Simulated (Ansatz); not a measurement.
How much does the functional matter for the cell of InAgTe₂?

The starting cell is an entry of the Crystallography Open Database (1986):

```xyz
8
Lattice="-3.2336 3.2336 6.3166 3.2336 -3.2336 6.3166 3.2336 3.2336 -6.3166" Properties=species:S:1:pos:R:3 pbc="T T T"
In    0.0000    0.0000    6.3166
In    3.2336    0.0000    3.1583
Ag    0.0000    0.0000    0.0000
Ag    0.0000    3.2336    3.1583
Te    1.6931    1.6168    1.5791
Te    1.6168    4.7741   -1.5791
Te    1.5405    1.6168    7.8957
Te    1.6168   -1.5405    4.7374
```

Atoms and cell were relaxed at zero pressure with plane-wave PAW DFT (Ansatz 0.2.0; one set of PAW datasets, made under PBE, for all functionals; 420 eV, r2SCAN 500 eV; 6×6×6 Γ-centred mesh, fermi-dirac occupations of width 0.020 eV; no spin polarisation, no spin-orbit coupling, no dispersion correction), keeping the symmetry (I-42d, No. 122).

Four functionals were used, LDA, PBEsol, PBE and r2SCAN. Their relaxed conventional cells, unnamed:

| run | a (Å) | c (Å) | volume (Å³/atom) |
| --- | --- | --- | --- |
| A | 6.355 | 12.630 | 31.88 |
| B | 6.521 | 12.835 | 34.11 |
| C | 6.436 | 12.747 | 33.00 |
| D | 6.570 | 12.999 | 35.07 |

Question: Which run is LDA's and which PBE's?

Answer: A is LDA, which overbinds and gives the smallest cell, and D is PBE, as a rule the largest. Of the two between, C is PBEsol and B is r2SCAN, an order that varies from crystal to crystal. Formation energies in eV an atom: LDA -0.205, PBEsol -0.220, PBE -0.290, r2SCAN -0.374.

Caveats: each relaxation keeps the start's symmetry, so a distorted cell may lie lower; computed cells are at 0 K with fixed nuclei; no spin-orbit coupling, which moves formation energies of heavy elements; formation energies are at zero smearing against the elements' usual phases under the same functional, gases as free molecules, uncorrected.
